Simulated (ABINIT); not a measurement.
Os:

```
Os
1.0
     2.73410    0.00000    0.00000
    -1.36705    2.36780    0.00000
     0.00000    0.00000    4.31970
Os
2
Direct
  0.66667 0.33333 0.75000
  0.33333 0.66667 0.25000
```

```yaml
Program: ABINIT 10.8.3 (patched build)
Task: relaxation of cell and atoms
Functional: LDA-Teter
Potentials_or_basis: JTH PAW LDA v2.0
Cutoff: 408 eV
k_mesh: 11 × 11 × 6
Occupations: fermi-dirac, width 0.05 eV
Spin: no spin polarisation
```

At the start: pressure -8.4 GPa; volume 13.98 Å³/atom.

How do energy, volume and symmetry change on relaxing?

Over 4 steps the energy falls by 7.2 meV/atom and the volume is 13.71 Å³/atom (-1.9 %); space group P6_3/mmc (No. 194, to 0.05 Å).

Step by step:
| step | energy change (eV) | largest force (eV/Å) | pressure (GPa) | volume (Å³) |
| --- | --- | --- | --- | --- |
| 1 | 0.0000 | 0.0000 | -8.42 | 27.96 |
| 2 | -0.0128 | 0.0000 | 2.95 | 27.25 |
| 3 | -0.0144 | 0.0000 | -0.09 | 27.43 |
| 4 | -0.0144 | 0.0000 | 0.00 | 27.43 |

Final structure:
```
CELL_PARAMETERS angstrom
2.71652 0.00000 0.00000
-1.35826 2.35257 0.00000
0.00000 0.00000 4.29143
ATOMIC_POSITIONS crystal
Os 0.66667 0.33333 0.75000
Os 0.33333 0.66667 0.25000
```

Caveat: the atomic spheres overlap.
